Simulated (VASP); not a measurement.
Set up this calculation in VASP 6.6.1, as the native input.

```
Task                   : relaxation of cell and atoms
Functional             : PBEsol
Potentials or basis    : VASP PAW PBE potentials, release 64 (Be, S)
Cutoff                 : 600 eV
k mesh                 : 10 × 10 × 10
Occupations            : gaussian, width 0.03 eV
Spin                   : no spin polarisation
Further INCAR settings : ALGO = Normal; EDIFF = 1e-07; IBRION = 2; EDIFFG = -0.005; NSW = 90; ISIF = 3
```

The structure of BeS lies in POSCAR:

```
BeS                                     
1.0
    0.0000000000      2.4204967081      2.4204967081
    2.4204967081      0.0000000000      2.4204967081
    2.4204967081      2.4204967081      0.0000000000
  Be              S             
     1     1
Direct
     0.0000000000000000    0.0000000000000000    0.0000000000000000
     0.2500000000000000    0.2500000000000000    0.2500000000000000
```

These files were run (other wordings do the same):

INCAR

```
SYSTEM = BeS
PREC     = Accurate       ! precision mode
ENCUT    = 600            ! plane-wave cutoff, eV
EDIFF    = 1E-7           ! SCF threshold, eV
ISMEAR   = 0              ! smearing method
SIGMA    = 0.03           ! smearing width, eV
LREAL    = .False.        ! projectors in reciprocal space
LASPH    = .True.         ! aspherical terms in the spheres
NELM     = 80             ! most SCF steps
ALGO     = Normal         ! electronic algorithm
ISIF     = 3              ! what is computed and relaxed
LWAVE    = .False.        ! write WAVECAR
LCHARG   = .False.        ! write CHGCAR
GGA      = PS             ! functional
IBRION   = 2              ! ionic algorithm
NSW      = 90             ! ionic steps
EDIFFG   = -0.005         ! ionic threshold
```

KPOINTS

```
Automatic mesh
0
Gamma
  10 10 10
  0 0 0
```

Potentials or basis: VASP PAW PBE potentials, release 64 (Be, S).

The run is started by

```sh
$ cat potpaw_PBE.64/Be/POTCAR potpaw_PBE.64/S/POTCAR > POTCAR
$ mpirun -np 1 vasp_std > vasp.out
```

It gave:

- Pressure after relaxing: 0.0 GPa
- Band gap on the k mesh: 2.92 eV, indirect (least direct gap 5.61 eV)

Caveat: the relaxation stopped at its first step, so nothing moved; the PAW data sets were made with another functional, which shifts forces and pressure a little.

Run time: 11 s on 1 thread of Intel(R) Xeon(R) Platinum 8259CL CPU @ 2.50GHz (Skylake/Cascade Lake), with other jobs on the host, peak memory 0.15 GiB.
